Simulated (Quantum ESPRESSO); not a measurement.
Here is a Quantum ESPRESSO 7.5 calculation.

pw.in

```
&CONTROL
  calculation = 'scf'
  prefix = 'pwscf'
  outdir = './tmp'
  pseudo_dir = './pseudo'
  tprnfor = .true.
  tstress = .true.
  disk_io = 'nowf'
/
&SYSTEM
  ibrav = 0
  nat = 2
  ntyp = 2
  ecutwfc = 70
  nbnd = 9
  occupations = 'smearing'
  smearing = 'fd'
  degauss = 0.00367493
/
&ELECTRONS
  conv_thr = 4d-10
  electron_maxstep = 120
  mixing_beta = 0.5
/
ATOMIC_SPECIES
B     10.8100 B_ONCV_PBE-1.2.upf
As    74.9216 As_ONCV_PBE-1.2.upf
CELL_PARAMETERS angstrom
   2.9570103300    0.0000000000    0.0000000000
   0.0000000000    2.9570103300    0.0000000000
   0.0000000000    0.0000000000    2.9570103300
ATOMIC_POSITIONS crystal
B      0.5000000000    0.5000000000    0.5000000000
As     0.0000000000    0.0000000000    0.0000000000
K_POINTS automatic
7 7 7 0 0 0
```

Potentials or basis: SG15 PBE 1.2.

Command:

```sh
$ OMP_NUM_THREADS=1 mpirun -n 2 pw.x -nk 2 -in pw.in > pw.out
```

Question: Predict the band gap on the k mesh.

Answer: None (metal or under the smearing width).

Question: What does it give for the pressure?

Answer: -2.8 GPa.

Caveat: the k mesh is coarse.
